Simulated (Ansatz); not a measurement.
Ga in Ansatz: the effect of target pressure

Ga:

```xyz
2
Lattice="1.4500 -4.0650 0.0000 1.4500 4.0650 0.0000 0.0000 0.0000 3.1700" Properties=species:S:1:pos:R:3 pbc="T T T"
Ga    1.4500    2.9837    2.3775
Ga    1.4500   -2.9837    0.7925
```

This isn't the form of Ga at room conditions, which is orthorhombic.

Alike in all runs:

| Item | Value |
| --- | --- |
| Program | Ansatz 0.2.0 |
| Task | relaxation of cell and atoms |
| Functional | PBEsol |
| Potentials or basis | Ansatz PAW |
| Cutoff | 420 eV (not typed: the program's choice for these potentials) |
| k mesh | 10 × 10 × 8 |
| Occupations | fermi-dirac, width 0.05 eV |
| Spin | no spin polarisation |

Each run relaxes the cell or the atoms first.

| target pressure | relaxed volume (Å³/atom) |
| --- | --- |
| 0 GPa | 17.93 |
| 2 GPa | 17.39 |
| 5 GPa | 16.72 |
| 10 GPa | 15.87 |
| 20 GPa | ? |
| 30 GPa | 13.75 |

What does the run with target pressure 20 GPa give?

Relaxed volume 14.66 Å³/atom.

Worked out: In Murnaghan's law V^(-B') rises as a straight line in P. The other rows fit best with B' = 4.0, V0 = 17.92 Å³/atom and B0 = 64 GPa, which gives 14.62 Å³/atom at 20 GPa, against the run's 14.66.

Caveats: the plane-wave basis is chosen anew once the cell has moved, so the energies of steps on either side of that aren't comparable; the PAW data sets come from PBE, with cores solved anew for the run's functional, which leaves a small shift of forces and pressure; the volume moved by over 15 % at a fixed basis, so the end points are rough (some runs).
